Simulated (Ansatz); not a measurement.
TiH5 polymorphs, one row open

Method: DFT PBE, scalar-relativistic, plane waves, PAW (Ansatz). All cells share a 420 eV cutoff and Γ-centred k meshes spaced at most about 0.3 Å⁻¹ (about 0.25 or finer for metals, 2π included). No spin polarisation.

These are static total energies at zero pressure. Rows are sorted by volume; energies count from the lowest form computed. Coordination counts H atoms around Ti (those within 1.25 times the shortest such distance or 1.15 times the sum of covalent radii; a plus sign parts nearer from farther groups). The table shows 5 of 7 forms computed.

| row | form | source | atoms | coordination | V (Å³/atom) | gap on mesh (eV) | ΔE (meV/atom) |
| --- | --- | --- | --- | --- | --- | --- | --- |
| 1 | P-62m | invented | 6 | Ti 12 | 5.3 | 0 | ? |
| 2 | I4/mmm | invented | 6 | Ti 4+10 | 5.4 | 0 | 653 |
| 3 | P1 | invented | 6 | Ti 11 | 7.9 | 0 | 130 |
| 4 | P-3m1 | invented | 12 | Ti 7 | 10.9 | 0 | 2 |
| 5 | P1 | invented | 12 | Ti 7 | 11.1 | 0 | 0 |

The cell of row 1:

```cif
data_structure
_symmetry_space_group_name_H-M 'P 1'
_symmetry_Int_Tables_number 1
_cell_length_a 3.4667
_cell_length_b 3.4667
_cell_length_c 3.0582
_cell_angle_alpha 90.000
_cell_angle_beta 90.000
_cell_angle_gamma 120.000
_cell_volume 31.83
loop_
_atom_site_label
_atom_site_type_symbol
_atom_site_fract_x
_atom_site_fract_y
_atom_site_fract_z
_atom_site_occupancy
Ti1 Ti 0.00000 0.00000 0.00000 1
H1 H 0.70126 0.00000 0.50000 1
H2 H 0.66667 0.33333 0.00000 1
H3 H 0.29874 0.29874 0.50000 1
H4 H 0.00000 0.70126 0.50000 1
H5 H 0.33333 0.66667 0.00000 1
```

**Question.** How far above the lowest form does the open row lie?

**Answer.** 291 meV/atom, which puts it above row 3 and below row 2. Counting H atoms around Ti, row 1 has Ti 12 and the lowest form (row 5) has Ti 7. The lowest form (row 5) holds H–H pairs as short as in free H₂ molecules (shortest 0.75 Å); in row 1 the shortest H–H distance is 1.79 Å.

An observed structure of this formula, if there is one, may be missing.

No dispersion correction is applied, so the spacing and binding between layers, chains or molecules are poorly described (P1 at 11.1 Å³/atom, P-3m1), and this can change margins and order among such cells. With hydrogen, zero-point motion can shift such differences by 10 meV/atom or more. Cells relaxed within their symmetry can be saddle points. Some candidate types were left out of the draw beforehand, so a known form may be missing.
